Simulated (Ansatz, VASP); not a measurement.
## Two plane-wave programs on Ti

File INCAR:

```
SYSTEM = Ti
PREC     = Accurate       ! precision mode
ENCUT    = 520            ! plane-wave cutoff, eV
EDIFF    = 1E-7           ! SCF threshold, eV
ISMEAR   = 0              ! smearing method
SIGMA    = 0.024          ! smearing width, eV
LREAL    = .FALSE.        ! projectors in reciprocal space
LASPH    = .TRUE.         ! aspherical terms in the spheres
NELM     = 80             ! most SCF steps
ALGO     = Normal         ! electronic algorithm
ISIF     = 2              ! what is computed and relaxed
LWAVE    = .FALSE.        ! write WAVECAR
LCHARG   = .TRUE.         ! write CHGCAR
GGA      = PE             ! functional
LELF     = .TRUE.         ! ELF
LVHAR    = .TRUE.       
NBANDS   = 12             ! bands
```

KPOINTS

```
Automatic mesh
0
G
  11 11 11
  0 0 0
```

POSCAR

```
Ti
1.0
   -1.6410000000      1.6410000000      1.6410000000
    1.6410000000     -1.6410000000      1.6410000000
    1.6410000000      1.6410000000     -1.6410000000
Ti
1
Direct
    0.0000000000      0.0000000000      0.0000000000
```

input.yaml

```yaml
crystal:
  lattice:
    - [-1.641, 1.641, 1.641]
    - [1.641, -1.641, 1.641]
    - [1.641, 1.641, -1.641]
  atoms:
    - { symbol: Ti, position: [0.0, 0.0, 0.0] }
hamiltonian:
  xc: pbe
  pseudopotentials: { kind: paw }
kpoints:
  mp_grid: { grid: [11, 11, 11] }
scf:
  occupations: { method: gaussian, width: 0.024 }
output:
  forces: true
  stress: true
  eigenvalues: true
  write_density: true
  write_potential: true
  elf: true
  volumetric_format: npy
```

This isn't the form of Ti at room conditions, which is hcp.

Alike in both runs: task single point; functional PBE; k mesh 11 × 11 × 11; occupations gaussian, width 0.024 eV; no spin polarisation.

|  | VASP | Ansatz |
| --- | --- | --- |
| version | VASP 6.6.1 | Ansatz 0.2.0 |
| potentials or method | VASP PAW PBE potentials, release 64 (Ti_sv) | Ansatz PAW |
| plane-wave cutoff (eV) | 520 | 420 |
| valence electrons in the cell | 12 | 12 |

Ansatz gave:

```
gap on the k mesh at the Fermi level (eV) : none
pressure (GPa)                            : -2.9
```

Q: What did VASP give for the same quantities?

A: gap on the k mesh at the Fermi level (eV): none; pressure (GPa): -3.1.

A gap of «none» marks a metal or a gap that the smearing closes.
